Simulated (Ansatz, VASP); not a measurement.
## TiO2: VASP beside Ansatz

```
Ti O
1.0
     4.53510    0.00000    0.00000
     0.00000    4.53510    0.00000
     0.00000    0.00000    2.80580
Ti O
2 4
Direct
  0.00000 0.00000 0.00000
  0.50000 0.50000 0.50000
  0.30510 0.30510 0.00000
  0.19490 0.80510 0.50000
  0.69490 0.69490 0.00000
  0.80510 0.19490 0.50000
```

Alike in both runs: task single point; functional PBE; k mesh 6 × 6 × 10; occupations gaussian, width 0.05 eV; no spin polarisation.

```csv
,VASP,Ansatz
version,VASP 6.6.1,Ansatz 0.2.0
potentials or method,"VASP PAW PBE potentials, release 64 (Ti_sv, O)","scalar-relativistic, plane waves, PAW"
plane-wave cutoff (eV),520,520
valence electrons in the cell,48,48
```

```csv
,VASP,Ansatz,Ansatz less VASP
gap on the k mesh at the Fermi level (eV),2.15,2.19,+0.034
least direct gap on the mesh (eV),2.15,2.19,+0.034
rms of the force components (eV/Å),0.379,0.359,-0.0193
```

Atom by atom the forces differ by 0.019 eV/Å (rms over components). The functional is the same, so the differences come from potentials, cutoffs and numerics.

 A k mesh can miss the band edges.
